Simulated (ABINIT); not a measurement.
Write the native input for ABINIT 10.8.3 (patched build) that does the following.

```
Task                                            : single point
Functional                                      : PBE
Potentials or basis                             : JTH PAW PBE v2.0
Cutoff                                          : 680 eV
k mesh                                          : 13 × 13 × 6
Occupations                                     : fermi-dirac, width 0.05 eV
Spin                                            : no spin polarisation
Fine-grid cutoff                                : 1278.94 eV
Exchange and correlation inside the PAW spheres : full angular mesh (pawxcdev 0, this build's default; the released program takes 1)
```

GaN:

```
Ga N
1.0
     3.18000    0.00000    0.00000
    -1.59000    2.75396    0.00000
     0.00000    0.00000    5.16600
Ga N
2 2
Direct
  0.66667 0.33333 0.50000
  0.33333 0.66667 0.00000
  0.66667 0.33333 0.87500
  0.33333 0.66667 0.37500
```

One way to write it, as run:

run.abi

```
# Pseudopotentials
pp_dirpath "./"
pseudos "Ga.GGA_PBE-JTH.xml, N.GGA_PBE-JTH.xml"

# Structure
acell 3.18 3.18 5.166 Angstrom
rprim
     1.0000000000     0.0000000000     0.0000000000
    -0.5000000000     0.8660254038     0.0000000000
     0.0000000000     0.0000000000     1.0000000000
ntypat 2
znucl 31 7
natom 4
typat 1 1 2 2
xred
     0.6666666667     0.3333333333     0.5000000000
     0.3333333333     0.6666666667     0.0000000000
     0.6666666667     0.3333333333     0.8750000000
     0.3333333333     0.6666666667     0.3750000000

# Plane-wave basis
ecut 25.0
pawecutdg 47.0

# k points
kptopt 1
ngkpt 13 13 6
nshiftk 1
shiftk 0.0 0.0 0.0

# Exchange and correlation
ixc 11

# Bands and occupations
nband 22
occopt 3
tsmear 0.05 eV

# SCF cycle
nstep 100
tolvrs 1.0e-9

# Output
iomode 3
prtwf 0
prteig 0
prtebands 0
enunit 2
prtden 1
prtvha 1
prtvclmb 1
prtpot 1
```

Potentials or basis: JTH PAW PBE v2.0.

The run is started by

```bash
$ abinit run.abi > log 2>&1
```

It gave:

```
Largest force                                         : 0.138 eV/Å
Band gap on the k mesh                                : 1.96 eV, direct
Valence electrons inside the program's atomic spheres : Ga 11.19; N 2.56
```

Run time: 2.2 min on 1 thread of Arm Neoverse V1, with other jobs on the host, peak memory 0.21 GiB.
